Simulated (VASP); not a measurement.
# PtS2 (P-3m1) in VASP: settings compared

The runs below take PtS2 through dielectric tensor, phonons, with PBE+D3(BJ), rev-vdW-DF2, r2SCAN.

Program: VASP 6.6.1. These are calculated values, not measurements. Logs are shortened: lines on timing, memory, paths and dates and some standing lists are left out, and cuts for length are marked.

**1. The structure**

It takes space group P-3m1 (No. 164, trigonal). The conventional cell has a = 3.579 Å, b = 3.579 Å, c = 4.681 Å, α = 90.00°, β = 90.00°, γ = 120.00°. Around Pt (site symmetry -3m) lie 6 S at 2.39 Å. Around S (site symmetry 3m) lie 3 Pt at 2.39 Å.

**2. Dielectric tensor, PBE+D3(BJ)**

Contents of INCAR:

```
ALGO = Normal ; EDIFF = 1E-8
ENCUT = 600 ; GGA = PE
ISIF = 2 ; ISMEAR = 0
IVDW = 12 ; KPAR = 2
LASPH = T ; LCHARG = F
LEPSILON = T ; LREAL = F
LWAVE = F ; NELM = 80
PREC = Accurate ; SIGMA = 0.03
```

Contents of KPOINTS:

```
k-points
0
Gamma
  15 15 9
```

Contents of POSCAR:

```
PtS2                                    
1.0
    3.5785490769      0.0000000000      0.0000000000
   -1.7892745385      3.0991144093      0.0000000000
    0.0000000000      0.0000000000      4.6808560009
  Pt              S             
     1     2
Direct
     1.0000000000000000    0.0000000000000000    0.0000000000000000
     0.3333333332999970    0.6666666667000030    0.2576034604744382
     0.6666666667000030    0.3333333332999970    0.7423965395255618
```

Potentials or basis: VASP PAW PBE potentials, release 64 (Pt, S).

Launch:

```console
$ cat potpaw_PBE.64/Pt/POTCAR potpaw_PBE.64/S/POTCAR > POTCAR
$ mpirun -np 2 vasp_std > vasp.out
```

OUTCAR:

```text
EDIFF = 1E-8
   ENCUT = 600
   GGA = PE
   ISIF = 2
   ISMEAR = 0
   IVDW = 12
   LASPH = T
   LEPSILON = T
   LREAL = F
   NELM = 80
   PREC = Accurate
 IVDW          = 12

 ion  position               nearest neighbor table
   1  0.000  0.000  0.000-   2 2.39   3 2.39   3 2.39   2 2.39   3 2.39   2 2.39
   2  0.333  0.667  0.258-   1 2.39   1 2.39   1 2.39
   3  0.667  0.333  0.742-   1 2.39   1 2.39   1 2.39

  LATTYP: Found a hexagonal cell.
 ALAT       =     3.5785490769
 C/A-ratio  =     1.3080318029

  Lattice vectors:

 A1 = (   3.5785490769,   0.0000000000,   0.0000000000)
 A2 = (  -1.7892745385,   3.0991144093,   0.0000000000)
 A3 = (   0.0000000000,   0.0000000000,   4.6808560009)

Analysis of symmetry for initial positions (statically):
=====================================================================
 Subroutine PRICEL returns:
 Original cell was already a primitive cell.

 Routine SETGRP: Setting up the symmetry group for a
 hexagonal supercell.

 Subroutine GETGRP returns: Found 12 space group operations
 (whereof 12 operations were pure point group operations)
 out of a pool of 24 trial point group operations.

The static configuration has the point symmetry D_3d.

Analysis of symmetry for dynamics (positions and initial velocities):
=====================================================================
 Subroutine PRICEL returns:
 Original cell was already a primitive cell.

 Routine SETGRP: Setting up the symmetry group for a
 hexagonal supercell.

 Subroutine GETGRP returns: Found 12 space group operations
 (whereof 12 operations were pure point group operations)
 out of a pool of 24 trial point group operations.

The dynamic configuration has the point symmetry D_3d.

 Subroutine INISYM returns: Found 12 space group operations
 (whereof 12 operations are pure point group operations),
 and found     1 'primitive' translations

----------------------------------------------------------------------------------------

                                     Primitive cell

  volume of cell :      51.9123

  direct lattice vectors                    reciprocal lattice vectors
     3.578549077  0.000000000  0.000000000     0.279442863  0.161336412  0.000000000
    -1.789274538  3.099114409  0.000000000     0.000000000  0.322672825  0.000000000
     0.000000000  0.000000000  4.680856001     0.000000000  0.000000000  0.213636138

  length of vectors
     3.578549077  3.578549077  4.680856001     0.322672825  0.322672825  0.213636138

  position of ions in fractional coordinates (direct lattice)
     0.000000000  0.000000000  0.000000000
     0.333333333  0.666666667  0.257603460
     0.666666667  0.333333333  0.742396540

  ion indices of the primitive-cell ions
   primitive index   ion index
                 1           1
                 2           2
                 3           3

----------------------------------------------------------------------------------------

 KPOINTS: k-points

Automatic generation of k-mesh.
 Grid dimensions read from file:
 generate k-points for:   15   15    9

 Generating k-lattice:

  Cartesian coordinates                     Fractional coordinates (reciprocal lattice)
     0.018629524  0.010755761  0.000000000     0.066666667  0.000000000  0.000000000
     0.000000000  0.021511522  0.000000000     0.000000000  0.066666667  0.000000000
     0.000000000  0.000000000  0.023737349     0.000000000  0.000000000  0.111111111

  Length of vectors
     0.021511522  0.021511522  0.023737349

  Shift w.r.t. Gamma in fractional coordinates (k-lattice)
     0.000000000  0.000000000  0.000000000

 Subroutine IBZKPT returns following result:
 ===========================================

 Found    211 irreducible k-points:

 Following reciprocal coordinates:
            Coordinates               Weight
  0.000000  0.000000  0.000000      1.000000
  0.066667  0.000000  0.000000      6.000000
  0.133333  0.000000  0.000000      6.000000
  0.200000 -0.000000  0.000000      6.000000
[... 79 lines left out ...]

 number of electron      22.0000002 magnetization

 E-fermi :   8.0250     XC(G=0): -11.0306

 val. band max:        7.9629686702   @ k =   0.0000   0.0000   0.0000
 cond. band min:       8.1072419683   @ k =  -0.1333   0.3333   0.4444
 fundamental gap:      0.1442732981
 Fermi energy:         8.0249872255

 k-point     1 :       0.0000    0.0000    0.0000
  band No.  band energies     occupation
      1      -8.0095      2.00000
      2      -4.6059      2.00000
      3       0.3137      2.00000
      4       0.8551      2.00000
      5       0.8551      2.00000
      6       3.6981      2.00000
      7       3.6981      2.00000
      8       5.4539      2.00000
      9       6.3478      2.00000
     10       6.3478      2.00000
     11       7.9630      1.99654
     12       9.1389      0.00000
     13       9.1389      0.00000
     14      11.5955      0.00000
[... 401 lines left out ...]
      2      -5.7592      2.00000
      3       0.4571      2.00000
      4       1.3943      2.00000
      5       1.9888      2.00000
      6       2.6663      2.00000
      7       3.1607      2.00000
      8       4.1856      2.00000
      9       4.6602      2.00000
     10       5.1885      2.00000
     11       6.3124      2.00000
     12       8.2858      0.00000
     13       8.8361      0.00000
     14      12.5733      0.00000
     15      15.0966      0.00000

 [... further k-points ...]

  FORCE on cell =-STRESS in cart. coord.  units (eV):
  Direction    XX          YY          ZZ          XY          YZ          ZX
  --------------------------------------------------------------------------------------
  -------------------------------------------------------------------------------------
  Total      -0.00015    -0.00015    -0.01257     0.00000     0.00000     0.00000
  in kB      -0.00468    -0.00468    -0.38796     0.00000     0.00000     0.00000
  external pressure =       -0.13 kB  Pullay stress =        0.00 kB

 VOLUME and BASIS-vectors are now :
 -----------------------------------------------------------------------------
  energy-cutoff  :      600.00
  volume of cell :       51.91
      direct lattice vectors                 reciprocal lattice vectors
     3.578549077  0.000000000  0.000000000     0.279442863  0.161336412  0.000000000
    -1.789274538  3.099114409  0.000000000     0.000000000  0.322672825  0.000000000
     0.000000000  0.000000000  4.680856001     0.000000000  0.000000000  0.213636138

 POSITION                                       TOTAL-FORCE (eV/Angst)
 -----------------------------------------------------------------------------------
      0.00000      0.00000      0.00000        -0.000000      0.000000      0.000000
     -0.00000      2.06608      1.20580        -0.000000     -0.000000      0.001785
      1.78927      1.03304      3.47505         0.000000      0.000000     -0.001785
 -----------------------------------------------------------------------------------
    total drift:                                0.000000      0.000000     -0.000000

  FREE ENERGIE OF THE ION-ELECTRON SYSTEM (eV)
  ---------------------------------------------------
  free  energy   TOTEN  =       -16.6710859927 eV

  energy  without entropy=      -16.6710857248  energy(sigma->0) =      -16.67108586

 HEAD OF MICROSCOPIC STATIC DIELECTRIC TENSOR (INDEPENDENT PARTICLE, excluding Hartree and local field effects)
 ------------------------------------------------------
          31.129188    -0.000000     0.000000
          -0.000000    31.129188     0.000000
           0.000000     0.000000    22.364142
 ------------------------------------------------------

 Free energy of the ion-electron system (eV)
  ---------------------------------------------------
  ---------------------------------------------------
  free energy    TOTEN  =        -4.39050740 eV

  energy without entropy =       -4.39050740

------------------------ aborting loop because EDIFF is reached ----------------------------------------

 Edisp (eV)   -1.35198

 E8    (eV) :    -0.5427
[... 7 lines left out ...]
 E8    (eV) :    -0.5427

--------------------------------------- Ionic step        3  -------------------------------------------

 Free energy of the ion-electron system (eV)
  ---------------------------------------------------
  ---------------------------------------------------
  free energy    TOTEN  =        -2.65009909 eV

  energy without entropy =       -2.65009909

------------------------ aborting loop because EDIFF is reached ----------------------------------------

 Edisp (eV)   -1.35198

 E8    (eV) :    -0.5427

 PIEZOELECTRIC TENSOR FIELD DIRECTION 3  (e Angst)
 -----------------------------------------------------------------------------
     0.00591 -0.00000 -0.00000           (  0.00012 -0.00000  0.00000)
     0.00000  0.00591 -0.00000           ( -0.00000  0.00012 -0.00000)
    -0.00000 -0.00000 -0.02642           (  0.00000 -0.00000  0.00004)

 PIEZOELECTRIC TENSOR FIELD DIRECTION 3  (C/m^2)
 -----------------------------------------------------------------------------
     0.00183 -0.00000 -0.00000
     0.00000  0.00183 -0.00000
    -0.00000 -0.00000 -0.00815

 MACROSCOPIC STATIC DIELECTRIC TENSOR (including local field effects in DFT)
 ------------------------------------------------------
          29.562846    -0.000000    -0.000000
          -0.000000    29.562846     0.000000
           0.000000     0.000000    18.804940
 ------------------------------------------------------

 PIEZOELECTRIC TENSOR (including local field effects)  for field in x, y, z        (e  Angst)
          XX          YY          ZZ          XY          YZ          ZX
  --------------------------------------------------------------------------------
  x     0.00000     0.00000     0.00000     0.00000     0.00000     0.00000
  y     0.00000     0.00000     0.00000     0.00000     0.00000     0.00000
  z     0.00000     0.00000     0.00000     0.00000     0.00000     0.00000

 PIEZOELECTRIC TENSOR (including local field effects)  for field in x, y, z        (C/m^2)
          XX          YY          ZZ          XY          YZ          ZX
  --------------------------------------------------------------------------------
  x     0.00000     0.00000     0.00000     0.00000     0.00000     0.00000
  y     0.00000     0.00000     0.00000     0.00000     0.00000     0.00000
  z     0.00000     0.00000     0.00000     0.00000     0.00000     0.00000

 BORN EFFECTIVE CHARGES (including local field effects) (in |e|, cummulative output)
 ---------------------------------------------------------------------------------
 ion    1
    1     3.54682    -0.00000    -0.00000
    2    -0.00000     3.54682    -0.00000
    3     0.00000    -0.00000    -0.59224
 ion    2
    1    -1.77341     0.00000    -0.00000
    2     0.00000    -1.77341     0.00000
    3     0.00000    -0.00000     0.29612
 ion    3
    1    -1.77341     0.00000    -0.00000
    2     0.00000    -1.77341     0.00000
    3     0.00000    -0.00000     0.29612
```

Run time: 11 min. Hardware: 2 MPI ranks of Intel Xeon 6975P-C (Granite Rapids), shared host; peak memory 1.2 GiB.

What came out:

```yaml
Band_gap_on_the_k_mesh: 0.14 eV, indirect (least direct gap 0.79 eV)
Electronic_dielectric_tensor_diagonal: 29.56, 29.56, 18.80
Born_charges_mean_of_the_diagonal: Pt +2.17; S -1.08 e
Dispersion_energy_per_atom: -0.451 eV
```

Levels at points of the mesh, in eV from the valence-band top:
```
           k point  band 7  band 8  band 9  band 10  band 11  band 12  band 13  band 14  band 15
(0.00, 0.00, 0.00)   -4.26   -2.51   -1.62    -1.62     0.00     1.18     1.18     3.63     5.01
```

Electronic dielectric tensor:
```
29.56  0.00  0.00
 0.00 29.56  0.00
 0.00  0.00 18.80
```

Born effective charge tensors (e):
atom 1, Pt
```
 3.55  0.00  0.00
 0.00  3.55  0.00
 0.00  0.00 -0.59
```
atom 2, S
```
-1.77  0.00  0.00
 0.00 -1.77  0.00
 0.00  0.00  0.30
```
atom 3, S
```
-1.77  0.00  0.00
 0.00 -1.77  0.00
 0.00  0.00  0.30
```

Caveat: the gap is small at this level, which inflates the dielectric constant; spin-orbit coupling is left out, which moves the levels of the heavy elements; an odd mesh through Γ misses points on the zone boundary, where band edges often lie. Expect the measured gap to be larger: semilocal functionals such as PBE lack the derivative discontinuity.

[end of part 1 of 2]
